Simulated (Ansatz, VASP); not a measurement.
## Two plane-wave programs on GaN

INCAR

```
SYSTEM = GaN
PREC = Accurate
ENCUT = 520
EDIFF = 1E-7
ISMEAR = -1
SIGMA = 0.05
LREAL = .FALSE.
LASPH = .TRUE.
NELM = 100
ALGO = Normal
ISIF = 2
LWAVE = .FALSE.
LCHARG = .TRUE.
GGA = PE
LELF = .TRUE.
LVHAR = .TRUE.
NBANDS = 16
```

Contents of KPOINTS:

```
regular mesh
0
G
  10 10 10
  0 0 0
```

Contents of POSCAR:

```
GaN
1.0
    0.0000000000      2.2535006075      2.2535006075
    2.2535006075      0.0000000000      2.2535006075
    2.2535006075      2.2535006075      0.0000000000
Ga N
1 1
Direct
    0.0000000000      0.0000000000      0.0000000000
    0.2500000000      0.2500000000      0.2500000000
```

File input.yaml:

```yaml
crystal:
  lattice:
    - [0.0, 2.2535006075, 2.2535006075]
    - [2.2535006075, 0.0, 2.2535006075]
    - [2.2535006075, 2.2535006075, 0.0]
  atoms:
    - { symbol: Ga, position: [0.0, 0.0, 0.0] }
    - { symbol: "N", position: [0.25, 0.25, 0.25] }
hamiltonian:
  xc: pbe
  pseudopotentials: { kind: paw }
kpoints:
  mp_grid: { grid: [10, 10, 10] }
scf:
  occupations: { method: fermi_dirac, width: 0.05 }
output:
  forces: true
  stress: true
  eigenvalues: true
```

The cell is a database's computed one.

Alike in both runs: task single point; functional PBE; k mesh 10 × 10 × 10; occupations fermi-dirac, width 0.05 eV; no spin polarisation.

```csv
,VASP,Ansatz
version,VASP 6.6.1,Ansatz 0.2.0
potentials or method,"VASP PAW PBE potentials, release 64 (Ga_d, N)",Ansatz PAW
plane-wave cutoff (eV),520,420
valence electrons in the cell,18,18
```

|  | VASP | Ansatz | Ansatz less VASP |
| --- | --- | --- | --- |
| gap on the k mesh at the Fermi level (eV) | 1.72 | 1.72 | -0.008 |
| least direct gap on the mesh (eV) | 1.72 | 1.72 | -0.008 |
| pressure (GPa) | 5.1 | 5.0 | -0.04 |

The functional is the same, so the differences come from potentials, cutoffs and numerics.

Caveats: the pressure holds a Pulay correction of +0.5 GPa for the finite cutoff (Ansatz). As with any semilocal functional, this PBE gap is likely too small.
